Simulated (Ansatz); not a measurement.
## Pt: single point with PBEsol

Pt:

```xyz
1
Lattice="0.0000 1.9609 1.9609 1.9609 0.0000 1.9609 1.9609 1.9609 0.0000" Properties=species:S:1:pos:R:3 pbc="T T T"
Pt    0.0000    0.0000    0.0000
```

- Program: Ansatz 0.2.0
- Task: single point
- Functional: PBEsol
- Potentials or basis: all-electron LAPW, scalar-relativistic
- Cutoff: 270 eV (chosen from the basis error)
- Basis error allowed: 0.001 eV/atom
- k mesh: 12 × 12 × 12
- Occupations: gaussian, width 0.02 eV
- Spin: no spin polarisation

```json
{
  "Pressure": "-0.7 GPa",
  "Band gap on the k mesh": "none (metal or under the smearing width)"
}
```

Levels at points of the mesh, in eV from the Fermi level:
```tsv
k point	band 19	band 20	band 21	band 22	band 23	band 24
(0.00, 0.00, 0.00)	-3.84	-3.84	-1.65	-1.65	14.51	19.45
(0.00, 0.00, -0.50)	-3.90	-0.60	0.03	0.03	5.79	14.08
(0.00, -0.50, -0.50)	0.00	0.48	0.48	1.67	8.82	11.29
```

It took 10 s on 1 thread of Arm Neoverse V1, with other jobs on the host, peak memory 0.29 GiB.

The run has no spin-orbit coupling, so splittings on Pt are missing.
